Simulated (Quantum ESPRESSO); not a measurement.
**BeTe under changes of volume**

One of the cells (21.254 Å³/atom); the others are scaled copies at fixed shape and fractional positions:

```
CELL_PARAMETERS angstrom
0.00000 2.77000 2.77000
2.77000 0.00000 2.77000
2.77000 2.77000 0.00000
ATOMIC_POSITIONS crystal
Te 0.75000 0.75000 0.75000
Be 0.00000 0.00000 0.00000
```

| Quantity | Value |
| --- | --- |
| Program | Quantum ESPRESSO 7.5 |
| Functional | PBEsol |
| Potentials or basis | PseudoDojo 0.4.1 SR PBEsol standard |
| Cutoff | 1197 eV |
| Density cutoff | 4789 eV |
| k mesh | 8 × 8 × 8 |
| Occupations | fermi-dirac, width 0.05 eV |
| Spin | no spin polarisation |

```csv
volume (Å³/atom),energy over the lowest point (meV/atom),pressure (GPa),gap on the mesh (eV)
19.979,?,?,?
20.404,26.62,5.5,1.64
20.829,14.20,3.9,1.70
21.254,5.86,2.4,1.75
21.679,1.25,1.1,1.80
22.104,0.00,-0.1,1.85
22.529,1.82,-1.2,1.90
```

Q: What does the run at 19.979 Å³/atom give?

A: Energy over the lowest point 43.57 meV/atom; pressure 7.3 GPa; gap on the mesh 1.58 eV.

Worked out: A Birch-Murnaghan fit of order 3 (a polynomial in V^(-2/3)) to the other rows has its minimum at 22.06 Å³/atom with B0 = V·E''(V) = 61 GPa and B' = 4.0. It gives 43.56 meV/atom at 19.979 Å³/atom, against the run's 43.57, and -dE/dV = 7.3 GPa, against 7.3. A straight line through the other rows of the gap, of slope 2.6 eV per unit of ln V, extrapolates to 1.59 eV, against the run's 1.58.

Energies are extrapolated to zero smearing.

Caveats: spin-orbit coupling is left out, which moves the levels of the heavy elements.

A mesh can miss the band edges.
